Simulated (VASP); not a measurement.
# TiO2 (P4_2/mnm) in VASP: notebook

Runs on TiO2. Level: PBE. Tasks: dielectric tensor.

All numbers are computed with VASP 6.6.1; they aren't measurements. Logs are shortened: lines on timing, memory, paths and dates and some standing lists are left out, and cuts for length are marked.

### Step 1. The structure

The structure is tetragonal, space group P4_2/mnm (No. 136). Conventional cell: a = 4.600 Å, b = 4.600 Å, c = 2.959 Å, α = 90.00°, β = 90.00°, γ = 90.00°. Ti (site symmetry mmm) is surrounded by 6 O at 1.95 to 1.98 Å. O (site symmetry m2m) has 3 Ti at 1.95 to 1.98 Å as nearest neighbours.

The cell is a database's computed one.

### Step 2. Dielectric tensor, PBE

INCAR

```
  PREC = Accurate
  ENCUT = 400
  EDIFF = 1E-4
  ISMEAR = 0
  SIGMA = 0.01
  LREAL = F
  LASPH = T
  NELM = 100
  ALGO = Normal
  ISIF = 2
  LWAVE = F
  LCHARG = F
  GGA = PE
  LEPSILON = T
```

KPOINTS

```
regular mesh
0
Gamma
  5 5 7
```

POSCAR

```
TiO2
1.0
    4.5998373239      0.0000000000      0.0000000000
    0.0000000000      4.5998373239      0.0000000000
    0.0000000000      0.0000000000      2.9592135600
Ti O
2 4
Direct
    0.0000000000      0.0000000000      0.5000000000
    0.5000000000      0.5000000000      0.0000000000
    0.3043213200      0.3043213200      0.5000000000
    0.1956786800      0.8043213200      0.0000000000
    0.8043213200      0.1956786800      0.0000000000
    0.6956786800      0.6956786800      0.5000000000
```

Potentials or basis: VASP PAW PBE potentials, release 64 (Ti_sv, O).

Command:

```
> cat potpaw_PBE.64/Ti_sv/POTCAR potpaw_PBE.64/O/POTCAR > POTCAR
> mpirun -np 1 vasp_std > vasp.out
```

OUTCAR:

```text
PREC = Accurate
   ENCUT = 400
   EDIFF = 1E-4
   ISMEAR = 0
   LREAL = F
   LASPH = T
   NELM = 100
   ISIF = 2
   GGA = PE
   LEPSILON = T

 Found     24 irreducible k-points:

 Following reciprocal coordinates:
            Coordinates               Weight
  0.000000  0.000000  0.000000      1.000000
  0.200000  0.000000  0.000000      4.000000
  0.400000  0.000000  0.000000      4.000000
  0.200000  0.200000  0.000000      4.000000
  0.400000  0.200000  0.000000      8.000000
  0.400000  0.400000  0.000000      4.000000
   k-points           NKPTS =     24   k-points in BZ     NKDIM =     24   number of bands    NBANDS=     28
   number of dos      NEDOS =    301   number of ions     NIONS =      6
   total plane-waves  NPLWV =  18000
   dimension x,y,z NGX =    30 NGY =   30 NGZ =   20
   dimension x,y,z NGXF=    60 NGYF=   60 NGZF=   40
   ions per type =               2   4
   NGX,Y,Z   is equivalent  to a cutoff of  10.84, 10.84, 11.24 a.u.
   NGXF,Y,Z  is equivalent  to a cutoff of  21.69, 21.69, 22.47 a.u.
 SYSTEM =  unknown system
   PREC   = accura    normal or accurate (medium, high low for compatibility)
   ISTART =      0    job   : 0-new  1-cont  2-samecut
   ICHARG =      2    charge: 1-file 2-atom 10-const
   ISPIN  =      1    spin polarized calculation?
   LNONCOLLINEAR =      F non collinear calculations
   LSORBIT =      F    spin-orbit coupling
   LASPH  =      T    aspherical Exc in radial PAW
   ENCUT  =  400.0 eV  29.40 Ry    5.42 a.u.   7.50  7.50  4.83*2*pi/ulx,y,z
   NELM   =    100;   NELMIN=  2; NELMDL= -5     # of ELM steps
   EDIFF  = 0.1E-03   stopping-criterion for ELM
   LREAL  =      F    real-space projection
   EDIFFG = 0.1E-02   stopping-criterion for IOM
   NSW    =      0    number of steps for IOM
   IBRION =     -1    ionic relax: 0-MD 1-quasi-New 2-CG
   NFREE  =      0    steps in history (QN), initial steepest desc. (CG)
   ISIF   =      2    stress and relaxation
   ISYM   =      2    0-nonsym 1-usesym 2-fastsym
   POTIM  = 0.5000    time-step for ionic-motion
   TEBEG  =    0.0;   TEEND  =   0.0 temperature during run
   PSTRESS=    0.0 pullay stress
   NELECT =      48.0000    total number of electrons
   NUPDOWN=      -1.0000    fix difference up-down
   EMIN   =  10.00;   EMAX   =-10.00  energy-range for DOS
   EFERMI =   0.00;   METHOD = LEGACY
   ISMEAR =     0;   SIGMA  =   0.01  broadening in eV -4-tet -1-fermi 0-gaus
   EFERMI_NEDOS =   21; number of points for ismear=-14 and -15
   IALGO  =     38    algorithm
   IMIX   =      4    mixing-type and parameters
     AMIX     =   0.40;   BMIX     =  1.00
     AMIX_MAG =   1.60;   BMIX_MAG =  1.00
  volume/ion in A,a.u.               =      10.44        70.42
  Fermi-wavevector in a.u.,A,eV,Ry     =   1.498309  2.831394 30.544140  2.244931
  Thomas-Fermi vector in A             =   2.610085
   LORBIT       =      0    0 simple, 1 ext, 2 COOP (PROOUT), +10 PAW based schemes
   GGA     = PE    functional components
   LHFCALC =     F    Hartree Fock is set to
   AEXX    =    0.0000 exact exchange contribution
   IVDW    =     0    specifies the selected vdW correction
   LEPSILON=     T    determine dielectric tensor
   LRPA    =     F    only Hartree local field effects (RPA)
 non-spin polarized calculation
 Gauss-broadening in eV      SIGMA  =   0.01
  energy-cutoff  :      400.00
  volume of cell :       62.61
 maximum number of plane-waves:      1158
 NGX is ok and might be reduce to    30
   NGX = 15   NGY = 15   NGZ =  9

--------------------------------------- Ionic step        1  -------------------------------------------

 number of electron      47.9999973 magnetization

 E-fermi :   5.0183     XC(G=0): -11.3969

 val. band max:        4.8170446111   @ k =   0.0000   0.0000   0.0000
 cond. band min:       6.6590439516   @ k =   0.0000   0.0000   0.0000
 fundamental gap:      1.8419993405
 Fermi energy:         5.0183479309

 k-point     1 :       0.0000    0.0000    0.0000
  band No.  band energies     occupation
      1     -52.1149      2.00000
      2     -52.0989      2.00000
      3     -28.4291      2.00000
      4     -28.4291      2.00000
      5     -28.2664      2.00000
      6     -28.2664      2.00000
[... 20 lines left out ...]
     27       7.1936      0.00000
     28       7.2910      0.00000

 k-point     2 :       0.2000    0.0000    0.0000
  band No.  band energies     occupation
      1     -52.1133      2.00000
      2     -52.1001      2.00000
      3     -28.4166      2.00000
      4     -28.4155      2.00000
      5     -28.2814      2.00000
      6     -28.2802      2.00000
[... 20 lines left out ...]
     27       7.4469      0.00000
     28       7.4744      0.00000

 k-point     3 :       0.4000    0.0000    0.0000
  band No.  band energies     occupation
      1     -52.1092      2.00000
      2     -52.1036      2.00000
      3     -28.3864      2.00000
      4     -28.3842      2.00000
      5     -28.3149      2.00000
      6     -28.3127      2.00000
[... 20 lines left out ...]
     27       7.7385      0.00000
     28       7.7955      0.00000

 k-point     4 :       0.2000    0.2000    0.0000
  band No.  band energies     occupation
      1     -52.1118      2.00000
      2     -52.1012      2.00000
      3     -28.4333      2.00000
      4     -28.3827      2.00000
      5     -28.3159      2.00000
      6     -28.2638      2.00000
[... 20 lines left out ...]
     27       7.3570      0.00000
     28       7.7200      0.00000

 k-point     5 :       0.4000    0.2000    0.0000
  band No.  band energies     occupation
      1     -52.1088      2.00000
      2     -52.1046      2.00000
      3     -28.4225      2.00000
      4     -28.3898      2.00000
      5     -28.3101      2.00000
      6     -28.2765      2.00000
[... 20 lines left out ...]
     27       7.4782      0.00000
     28       7.7700      0.00000

 k-point     6 :       0.4000    0.4000    0.0000
  band No.  band energies     occupation
      1     -52.1075      2.00000
      2     -52.1058      2.00000
      3     -28.4401      2.00000
      4     -28.4265      2.00000
      5     -28.2738      2.00000
      6     -28.2596      2.00000
[... 20 lines left out ...]
     27       7.3109      0.00000
     28       7.4854      0.00000

 [... further k-points ...]

  FORCE on cell =-STRESS in cart. coord.  units (eV):
  Direction    XX          YY          ZZ          XY          YZ          ZX
  --------------------------------------------------------------------------------------
  -------------------------------------------------------------------------------------
  Total       -0.5701355     -0.5701355     -0.7872698     -0.0000000      0.0000000      0.0000000
  in kB      -14.5890644    -14.5890644    -20.1452615     -0.0000000      0.0000000      0.0000000
  external PRESSURE =     -16.4411301 kB  Pullay stress =       0.0000000 kB

 VOLUME and BASIS-vectors are now :
 -----------------------------------------------------------------------------
  energy-cutoff  :      400.00
  volume of cell :       62.61
      direct lattice vectors                 reciprocal lattice vectors
     4.599837324  0.000000000  0.000000000     0.217398993  0.000000000  0.000000000
     0.000000000  4.599837324  0.000000000     0.000000000  0.217398993  0.000000000
     0.000000000  0.000000000  2.959213560     0.000000000  0.000000000  0.337927622

 POSITION                                       TOTAL-FORCE (eV/Angst)
 -----------------------------------------------------------------------------------
      0.00000      0.00000      1.47961         0.000000      0.000000     -0.000000
      2.29992      2.29992      0.00000         0.000000      0.000000     -0.000000
      1.39983      1.39983      1.47961        -0.014109     -0.014109      0.000000
      0.90009      3.69975      0.00000         0.014109     -0.014109     -0.000000
      3.69975      0.90009      0.00000        -0.014109      0.014109     -0.000000
      3.20001      3.20001      1.47961         0.014109      0.014109     -0.000000
 -----------------------------------------------------------------------------------
    total drift:                                0.000000      0.000000     -0.000000

  FREE ENERGIE OF THE ION-ELECTRON SYSTEM (eV)
  ---------------------------------------------------
  free  energy   TOTEN  =       -53.7132058761 eV

  energy  without entropy=      -53.7132058761  energy(sigma->0) =      -53.71320588

 HEAD OF MICROSCOPIC STATIC DIELECTRIC TENSOR (INDEPENDENT PARTICLE, excluding Hartree and local field effects)
 ------------------------------------------------------
           7.631504     0.000000     0.000000
           0.000000     7.631504     0.000000
           0.000000     0.000000     8.970459
 ------------------------------------------------------

 Free energy of the ion-electron system (eV)
  ---------------------------------------------------
  ---------------------------------------------------
  free energy    TOTEN  =        -1.16632720 eV

  energy without entropy =       -1.16632720

------------------------ aborting loop because EDIFF is reached ----------------------------------------

--------------------------------------- Ionic step        2  -------------------------------------------

------------------------ aborting loop because EDIFF is reached ----------------------------------------

--------------------------------------- Ionic step        3  -------------------------------------------

 Free energy of the ion-electron system (eV)
  ---------------------------------------------------
  ---------------------------------------------------
  free energy    TOTEN  =        -1.42584825 eV

  energy without entropy =       -1.42584825

------------------------ aborting loop because EDIFF is reached ----------------------------------------

 PIEZOELECTRIC TENSOR FIELD DIRECTION 3  (e Angst)
 -----------------------------------------------------------------------------
    -0.00159  0.00000  0.00000           (  0.00019  0.00000  0.00000)
    -0.00000 -0.00159  0.00000           (  0.00000  0.00019  0.00000)
     0.00000  0.00000 -0.00064           (  0.00000  0.00000 -0.00046)

 PIEZOELECTRIC TENSOR FIELD DIRECTION 3  (C/m^2)
 -----------------------------------------------------------------------------
    -0.00041  0.00000  0.00000
    -0.00000 -0.00041  0.00000
     0.00000  0.00000 -0.00016

 MACROSCOPIC STATIC DIELECTRIC TENSOR (including local field effects in DFT)
 ------------------------------------------------------
           7.433949     0.000000     0.000000
           0.000000     7.433949     0.000000
           0.000000     0.000000     8.860857
 ------------------------------------------------------

 PIEZOELECTRIC TENSOR (including local field effects)  for field in x, y, z        (e  Angst)
          XX          YY          ZZ          XY          YZ          ZX
  --------------------------------------------------------------------------------
  x     0.00000     0.00000     0.00000     0.00000     0.00000     0.00000
  y     0.00000     0.00000     0.00000     0.00000     0.00000     0.00000
  z     0.00000     0.00000     0.00000     0.00000     0.00000     0.00000

 PIEZOELECTRIC TENSOR (including local field effects)  for field in x, y, z        (C/m^2)
          XX          YY          ZZ          XY          YZ          ZX
  --------------------------------------------------------------------------------
  x     0.00000     0.00000     0.00000     0.00000     0.00000     0.00000
  y     0.00000     0.00000     0.00000     0.00000     0.00000     0.00000
  z     0.00000     0.00000     0.00000     0.00000     0.00000     0.00000

 BORN EFFECTIVE CHARGES (including local field effects) (in |e|, cummulative output)
 ---------------------------------------------------------------------------------
 ion    1
    1     6.33002     1.03019     0.00000
    2     1.03019     6.33002     0.00000
    3     0.00000     0.00000     7.70355
 ion    2
    1     6.33002    -1.03019     0.00000
    2    -1.03019     6.33002     0.00000
    3     0.00000     0.00000     7.70355
 ion    3
    1    -3.16501    -1.81615     0.00000
    2    -1.81615    -3.16501     0.00000
    3     0.00000     0.00000    -3.85177
 ion    4
    1    -3.16501     1.81615     0.00000
    2     1.81615    -3.16501     0.00000
    3     0.00000     0.00000    -3.85177
 ion    5
    1    -3.16501     1.81615     0.00000
    2     1.81615    -3.16501     0.00000
    3     0.00000     0.00000    -3.85177
 ion    6
    1    -3.16501    -1.81615     0.00000
    2    -1.81615    -3.16501     0.00000
    3     0.00000     0.00000    -3.85177
```

It took 2.9 min on 1 thread of Intel Xeon 6975P-C (Granite Rapids), shared host; peak memory 0.24 GiB.

The run converged, but some of its settings lie outside the range that counts as converged, so its numbers aren't taken as properties of the crystal.

What came out:

| Item | Value |
| --- | --- |
| Band gap on the k mesh | 1.85 eV, direct |
| Electronic dielectric tensor (diagonal) | 7.43, 7.43, 8.86 |
| Born charges (mean of the diagonal) | Ti +6.79; O -3.39 e |

Caveat: the cutoff is under 1.25 times the usual one of these potentials, so pressure, stress and relaxed cells hold a basis-set (Pulay) error; an odd mesh through Γ misses points on the zone boundary, where band edges often lie.

### Step 3. Dielectric tensor, PBE

INCAR, as its differences from that of step 2:

```diff
@@ -1,4 +1,4 @@
-  PREC = Accurate
+  PREC = Normal
   ENCUT = 400
-  EDIFF = 1E-4
+  EDIFF = 1E-8
   ISMEAR = 0
```

KPOINTS is that of step 2.

POSCAR is that of step 2.

Potentials or basis: VASP PAW PBE potentials, release 64 (Ti_sv, O).

Command:

```
> cat potpaw_PBE.64/Ti_sv/POTCAR potpaw_PBE.64/O/POTCAR > POTCAR
> mpirun -np 1 vasp_std > vasp.out
```

OUTCAR:

```text
PREC = Normal
   ENCUT = 400
   EDIFF = 1E-8
   ISMEAR = 0
   LREAL = F
   LASPH = T
   NELM = 100
   ISIF = 2
   GGA = PE
   LEPSILON = T

 Found     24 irreducible k-points:

 Following reciprocal coordinates:
            Coordinates               Weight
  0.000000  0.000000  0.000000      1.000000
  0.200000  0.000000  0.000000      4.000000
  0.400000  0.000000  0.000000      4.000000
  0.200000  0.200000  0.000000      4.000000
  0.400000  0.200000  0.000000      8.000000
  0.400000  0.400000  0.000000      4.000000
   k-points           NKPTS =     24   k-points in BZ     NKDIM =     24   number of bands    NBANDS=     28
   number of dos      NEDOS =    301   number of ions     NIONS =      6
   total plane-waves  NPLWV =   8064
   dimension x,y,z NGX =    24 NGY =   24 NGZ =   14
   dimension x,y,z NGXF=    48 NGYF=   48 NGZF=   28
   ions per type =               2   4
   NGX,Y,Z   is equivalent  to a cutoff of   8.67,  8.67,  7.87 a.u.
   NGXF,Y,Z  is equivalent  to a cutoff of  17.35, 17.35, 15.73 a.u.
 SYSTEM =  unknown system
   PREC   = normal    normal or accurate (medium, high low for compatibility)
   ISTART =      0    job   : 0-new  1-cont  2-samecut
[... 333 lines left out ...]
  x     0.00000     0.00000     0.00000     0.00000     0.00000     0.00000
  y     0.00000     0.00000     0.00000     0.00000     0.00000     0.00000
  z     0.00000     0.00000     0.00000     0.00000     0.00000     0.00000

 PIEZOELECTRIC TENSOR (including local field effects)  for field in x, y, z        (C/m^2)
          XX          YY          ZZ          XY          YZ          ZX
  --------------------------------------------------------------------------------
  x     0.00000     0.00000     0.00000     0.00000     0.00000     0.00000
  y     0.00000     0.00000     0.00000     0.00000     0.00000     0.00000
  z     0.00000     0.00000     0.00000     0.00000     0.00000     0.00000

 BORN EFFECTIVE CHARGES (including local field effects) (in |e|, cummulative output)
 ---------------------------------------------------------------------------------
 ion    1
    1     6.32815     1.03010     0.00000
    2     1.03010     6.32815     0.00000
    3     0.00000     0.00000     7.70037
 ion    2
    1     6.32815    -1.03010     0.00000
    2    -1.03010     6.32815     0.00000
    3     0.00000     0.00000     7.70037
 ion    3
    1    -3.16408    -1.81571     0.00000
    2    -1.81571    -3.16408     0.00000
    3     0.00000     0.00000    -3.85018
 ion    4
    1    -3.16408     1.81571     0.00000
    2     1.81571    -3.16408     0.00000
    3     0.00000     0.00000    -3.85018
 ion    5
    1    -3.16408     1.81571     0.00000
    2     1.81571    -3.16408     0.00000
    3     0.00000     0.00000    -3.85018
 ion    6
    1    -3.16408    -1.81571     0.00000
    2    -1.81571    -3.16408     0.00000
    3     0.00000     0.00000    -3.85018
```

OSZICAR:

```text
N       E                     dE             d eps       ncg     rms          rms(c)
DAV:   1     0.618198251345E+03    0.61820E+03   -0.21903E+04  1344   0.172E+03
[... 13 lines left out ...]
RMM:  14    -0.142192807680E+01    0.21052E-05   -0.12175E-05  2965   0.233E-03    0.667E-05
RMM:  15    -0.142192949471E+01   -0.14179E-05   -0.16049E-06  3038   0.193E-03    0.491E-05
RMM:  16    -0.142193039113E+01   -0.89641E-06   -0.10415E-05  2813   0.173E-03    0.170E-05
RMM:  17    -0.142192976679E+01    0.62434E-06   -0.33538E-06  2718   0.164E-03    0.289E-05
RMM:  18    -0.142193000827E+01   -0.24148E-06   -0.10715E-05  2590   0.159E-03    0.102E-05
RMM:  19    -0.142193027209E+01   -0.26382E-06   -0.41315E-06  2502   0.157E-03    0.210E-05
RMM:  20    -0.142193025409E+01    0.17999E-07   -0.10158E-05  2456   0.156E-03    0.936E-06
```

stdout:

```text
POSCAR found type information on POSCAR TiO
 POSCAR found :  2 types and       6 ions
 scaLAPACK will be used
 LDA part: xc-table for (Slater+PW92), standard interpolation
 POSCAR, INCAR and KPOINTS ok, starting setup
 FFT: planning ... GRIDC
 FFT: planning ... GRID_SOFT
 FFT: planning ... GRID
 WAVECAR not read
 entering main loop
 Linear response reoptimize wavefunctions to high precision
 Linear response G [H, r] |phi>, progress :
  Direction:   1
 Linear response G [H, r] |phi>, progress :
  Direction:   2
 Linear response G [H, r] |phi>, progress :
  Direction:   3
 Linear response to external field (no local field effect), progress :
  Direction:   1
 dielectric tensor                  component  1 :     7.872    -0.503    -1.385
 Linear response to external field (no local field effect), progress :
  Direction:   2
 dielectric tensor                  component  2 :    -0.503     7.392    -0.240
 Linear response to external field (no local field effect), progress :
  Direction:   3
 dielectric tensor                  component  3 :    -1.385    -0.240     8.969
 Linear response to external field, progress :
  Direction:   1
 dielectric tensor                  component  1 :     7.432    -0.444    -0.828
 Linear response to external field, progress :
  Direction:   2
 dielectric tensor                  component  2 :    -0.445     7.432    -0.827
 Linear response to external field, progress :
  Direction:   3
 dielectric tensor                  component  3 :    -1.383    -0.240     8.857
 Born effective charges drift removed
```

Run time: 2.6 min. Hardware: 1 thread of Intel Xeon 6975P-C (Granite Rapids), shared host; peak memory 0.21 GiB.

The run converged, but some of its settings lie outside the range that counts as converged, so its numbers aren't taken as properties of the crystal.

What came out:

- Band gap on the k mesh: 1.85 eV, direct
- Electronic dielectric tensor (diagonal): 7.43, 7.43, 8.86
- Born charges (mean of the diagonal): Ti +6.79; O -3.39 e

Caveat: the cutoff is under 1.25 times the usual one of these potentials, so pressure, stress and relaxed cells hold a basis-set (Pulay) error; an odd mesh through Γ misses points on the zone boundary, where band edges often lie.

### Step 4. For comparison

An earlier run on the cell as given: functional PBEsol; potentials or basis VASP PAW PBE potentials, release 64 (Ti_sv, O); cutoff 520 eV; k mesh 6 × 6 × 9; occupations fermi-dirac, width 0.05 eV; no spin polarisation.

* Pressure: -2.1 GPa
* Largest force: 0.047 eV/Å
* Band gap on the k mesh: 1.80 eV, direct
